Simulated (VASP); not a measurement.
# Tl (P6_3/mmc) in VASP: notebook, part 2 of 2

VASP 6.6.1. Earlier steps stand in the parts before.

### 5 Single point, PBEsol

The input, INCAR:

```
PREC = Accurate ; ENCUT = 550
EDIFF = 1E-6 ; ISMEAR = 1
SIGMA = 0.1 ; LREAL = F
LASPH = T ; NELM = 100
ALGO = Normal ; ISIF = 2
LWAVE = F ; LCHARG = F
GGA = PS ; NBANDS = 20
ADDGRID = F
```

The input, KPOINTS:

```
Automatic mesh
0
Gamma
  3 3 2
```

The input, POSCAR:

```
Tl
1.0
    3.4560000000      0.0000000000      0.0000000000
   -1.7280000000      2.9929837955      0.0000000000
    0.0000000000      0.0000000000      5.5250000000
Tl
2
Direct
    0.6666666667      0.3333333333      0.7500000000
    0.3333333333      0.6666666667      0.2500000000
```

Potentials or basis: VASP PAW PBE potentials, release 64 (Tl_d).

Run with:

```console
> cat potpaw_PBE.64/Tl_d/POTCAR > POTCAR
> mpirun -np 1 vasp_std > vasp.out
```

OUTCAR:

```text
PREC = Accurate
   ENCUT = 550
   EDIFF = 1E-6
   ISMEAR = 1
   LREAL = F
   LASPH = T
   NELM = 100
   ISIF = 2
   GGA = PS

 Found      6 irreducible k-points:

 Following reciprocal coordinates:
            Coordinates               Weight
  0.000000  0.000000  0.000000      1.000000
  0.333333  0.000000  0.000000      6.000000
  0.333333  0.333333  0.000000      2.000000
  0.000000  0.000000  0.500000      1.000000
  0.333333  0.000000  0.500000      6.000000
  0.333333  0.333333  0.500000      2.000000
   k-points           NKPTS =      6   k-points in BZ     NKDIM =      6   number of bands    NBANDS=     20
   number of dos      NEDOS =    301   number of ions     NIONS =      2
   total plane-waves  NPLWV =  32928
   dimension x,y,z NGX =    28 NGY =   28 NGZ =   42
   dimension x,y,z NGXF=    56 NGYF=   56 NGZF=   84
   ions per type =               2
   NGX,Y,Z   is equivalent  to a cutoff of  13.47, 13.47, 12.64 a.u.
   NGXF,Y,Z  is equivalent  to a cutoff of  26.94, 26.94, 25.28 a.u.
 SYSTEM =  unknown system
   PREC   = accura    normal or accurate (medium, high low for compatibility)
   ISTART =      0    job   : 0-new  1-cont  2-samecut
   ICHARG =      2    charge: 1-file 2-atom 10-const
   ISPIN  =      1    spin polarized calculation?
   LNONCOLLINEAR =      F non collinear calculations
   LSORBIT =      F    spin-orbit coupling
   LASPH  =      T    aspherical Exc in radial PAW
   ENCUT  =  550.0 eV  40.42 Ry    6.36 a.u.   6.61  6.61 10.57*2*pi/ulx,y,z
   NELM   =    100;   NELMIN=  2; NELMDL= -5     # of ELM steps
   EDIFF  = 0.1E-05   stopping-criterion for ELM
   LREAL  =      F    real-space projection
   EDIFFG = 0.1E-04   stopping-criterion for IOM
   NSW    =      0    number of steps for IOM
   IBRION =     -1    ionic relax: 0-MD 1-quasi-New 2-CG
   NFREE  =      0    steps in history (QN), initial steepest desc. (CG)
   ISIF   =      2    stress and relaxation
   ISYM   =      2    0-nonsym 1-usesym 2-fastsym
   POTIM  = 0.5000    time-step for ionic-motion
   TEBEG  =    0.0;   TEEND  =   0.0 temperature during run
   PSTRESS=    0.0 pullay stress
   NELECT =      26.0000    total number of electrons
   NUPDOWN=      -1.0000    fix difference up-down
   EMIN   =  10.00;   EMAX   =-10.00  energy-range for DOS
   EFERMI =   0.00;   METHOD = LEGACY
   ISMEAR =     1;   SIGMA  =   0.10  broadening in eV -4-tet -1-fermi 0-gaus
   EFERMI_NEDOS =   21; number of points for ismear=-14 and -15
   IALGO  =     38    algorithm
   IMIX   =      4    mixing-type and parameters
     AMIX     =   0.40;   BMIX     =  1.00
     AMIX_MAG =   1.60;   BMIX_MAG =  1.00
  volume/ion in A,a.u.               =      28.57       192.83
  Fermi-wavevector in a.u.,A,eV,Ry     =   1.259107  2.379366 21.569987  1.585349
  Thomas-Fermi vector in A             =   2.392683
   LORBIT       =      0    0 simple, 1 ext, 2 COOP (PROOUT), +10 PAW based schemes
   GGA     = PS    functional components
   LHFCALC =     F    Hartree Fock is set to
   AEXX    =    0.0000 exact exchange contribution
   IVDW    =     0    specifies the selected vdW correction
   LEPSILON=     F    determine dielectric tensor
   LRPA    =     F    only Hartree local field effects (RPA)
 non-spin polarized calculation
 Methfessel and Paxton  Order N= 1 SIGMA  =   0.10
  energy-cutoff  :      550.00
  volume of cell :       57.15
 maximum number of plane-waves:      1713
 NGX is ok and might be reduce to    28
   NGX = 13   NGY = 13   NGZ = 21

 number of electron      26.0000004 magnetization

 Free energy of the ion-electron system (eV)
  ---------------------------------------------------
  ext. energy  EPLUGINS =         0.00000000
  ---------------------------------------------------
  free energy    TOTEN  =        -4.55008280 eV

  energy without entropy =       -4.54549168  energy(sigma->0) =       -4.54855243

 E-fermi :   6.2541     XC(G=0): -10.3775

 val. band max:        6.2105920210   @ k =   0.3333   0.0000   0.0000
 cond. band min:       6.5349672104   @ k =   0.3333   0.3333   0.5000
 fundamental gap:      0.3243751894
 Fermi energy:         6.2540913670

 k-point     1 :       0.0000    0.0000    0.0000
  band No.  band energies     occupation
      1      -5.3590      2.00000
      2      -5.1756      2.00000
      3      -5.1756      2.00000
      4      -5.1215      2.00000
      5      -5.1215      2.00000
      6      -5.1031      2.00000
[... 12 lines left out ...]
     19      17.1981      0.00000
     20      17.3143      0.00000
[... 93 lines left out ...]
 k-point     6 :       0.3333    0.3333    0.5000
  band No.  band energies     occupation
      1      -5.2645      2.00000
      2      -5.2645      2.00000
      3      -5.0646      2.00000
      4      -5.0646      2.00000
      5      -5.0005      2.00000
      6      -5.0005      2.00000
[... 12 lines left out ...]
     19      17.2643      0.00000
     20      17.2643      0.00000

------------------------ aborting loop because EDIFF is reached ----------------------------------------

  FORCE on cell =-STRESS in cart. coord.  units (eV):
  Direction    XX          YY          ZZ          XY          YZ          ZX
  --------------------------------------------------------------------------------------
  -------------------------------------------------------------------------------------
  Total       -0.0190928     -0.0190928     -0.1348847      0.0000000      0.0000000      0.0000000
  in kB       -0.5352661     -0.5352661     -3.7814898      0.0000000      0.0000000      0.0000000
  external PRESSURE =      -1.6173407 kB  Pullay stress =       0.0000000 kB

 VOLUME and BASIS-vectors are now :
 -----------------------------------------------------------------------------
  energy-cutoff  :      550.00
  volume of cell :       57.15
      direct lattice vectors                 reciprocal lattice vectors
     3.456000000  0.000000000  0.000000000     0.289351852  0.167057370  0.000000000
    -1.728000000  2.992983795  0.000000000     0.000000000  0.334114739  0.000000000
     0.000000000  0.000000000  5.525000000     0.000000000  0.000000000  0.180995475

 POSITION                                       TOTAL-FORCE (eV/Angst)
 -----------------------------------------------------------------------------------
      1.72800      0.99766      4.14375        -0.000000      0.000000      0.000000
     -0.00000      1.99532      1.38125         0.000000     -0.000000      0.000000
 -----------------------------------------------------------------------------------
    total drift:                               -0.000000      0.000000     -0.000000

  FREE ENERGIE OF THE ION-ELECTRON SYSTEM (eV)
  ---------------------------------------------------
  free  energy   TOTEN  =        -4.5500828024 eV

  energy  without entropy=       -4.5454916780  energy(sigma->0) =       -4.54855243
```

OSZICAR:

```text
N       E                     dE             d eps       ncg     rms          rms(c)
DAV:   1     0.133764839426E+03    0.13376E+03   -0.14766E+04   240   0.129E+03
DAV:   2    -0.228728634242E+01   -0.13605E+03   -0.13388E+03   264   0.281E+02
DAV:   3    -0.462892707149E+01   -0.23416E+01   -0.23377E+01   292   0.324E+01
DAV:   4    -0.464342430506E+01   -0.14497E-01   -0.14497E-01   252   0.266E+00
DAV:   5    -0.464361975984E+01   -0.19545E-03   -0.19545E-03   276   0.311E-01    0.404E+00
DAV:   6    -0.456745492759E+01    0.76165E-01   -0.12147E-01   256   0.270E+00    0.281E+00
DAV:   7    -0.455143542263E+01    0.16020E-01   -0.62224E-02   248   0.191E+00    0.830E-01
DAV:   8    -0.455007268180E+01    0.13627E-02   -0.64607E-03   252   0.599E-01    0.610E-02
DAV:   9    -0.455007848390E+01   -0.58021E-05   -0.55521E-05   268   0.584E-02    0.191E-02
DAV:  10    -0.455008278145E+01   -0.42976E-05   -0.57370E-06   268   0.221E-02    0.228E-03
DAV:  11    -0.455008280241E+01   -0.20957E-07   -0.26073E-07   132   0.390E-03
   1 F= -.45500828E+01 E0= -.45485524E+01  d E =-.459112E-02
```

Run time: 5.1 s. Hardware: 1 thread of Intel Xeon Platinum 8488C (Sapphire Rapids), shared host; peak memory 0.16 GiB.

The run converged, but some of its settings lie outside the range that counts as converged, so its numbers aren't taken as properties of the crystal.

What came out:

| Quantity | Value |
| --- | --- |
| Free energy | -4.5501 eV |
| Pressure | -0.2 GPa |
| Band gap on the k mesh | none (metal or under the smearing width) |

Caveat: the k mesh is coarse (spacing up to 0.70 Å⁻¹), so the values aren't converged; the PAW data sets were made with another functional, which shifts forces and pressure a little.

### 6 For comparison

An earlier run on the cell as given: functional PBE; potentials or basis VASP PAW PBE potentials, release 64 (Tl_d); cutoff 520 eV; k mesh 9 × 9 × 5; occupations fermi-dirac, width 0.05 eV; no spin polarisation.

- Pressure: 3.4 GPa
- Band gap on the k mesh: none (metal or under the smearing width)
